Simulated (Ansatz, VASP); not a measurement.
One calculation of SiC, two programs

```
CELL_PARAMETERS angstrom
3.07536 0.00000 0.00000
-1.53768 2.66334 0.00000
0.00000 0.00000 5.04811
ATOMIC_POSITIONS crystal
Si 0.33333 0.66667 0.99959
Si 0.66667 0.33333 0.49959
C 0.33333 0.66667 0.37541
C 0.66667 0.33333 0.87541
```

Alike in both runs: task single point; functional r2SCAN; k mesh 6 × 6 × 4; no spin polarisation.

```csv
,VASP,Ansatz
version,VASP 6.6.1,Ansatz 0.2.0
potentials or method,"VASP PAW PBE potentials, release 64 (Si, C)",plane waves
plane-wave cutoff (eV),520,500
occupations,"gaussian, width 0.01 eV",fixed
valence electrons in the cell,16,16
```

|  | VASP | Ansatz | Ansatz less VASP |
| --- | --- | --- | --- |
| gap on the k mesh at the Fermi level (eV) | 2.66 | 2.65 | -0.007 |
| pressure (GPa) | -0.2 | 0.0 | +0.19 |
| largest component of the traceless stress (GPa) | 0.08 | 0.09 | +0.014 |
| rms of the force components (eV/Å) | 0.003 | 0.003 | 0.0000 |

Atom by atom the forces differ by 0.000 eV/Å (rms over components).

Caveats: the PAW data sets were made with another functional, which shifts forces and pressure a little (VASP). A k mesh can miss the band edges. r2SCAN opens gaps a little over a GGA but as a rule still falls short of measured ones.
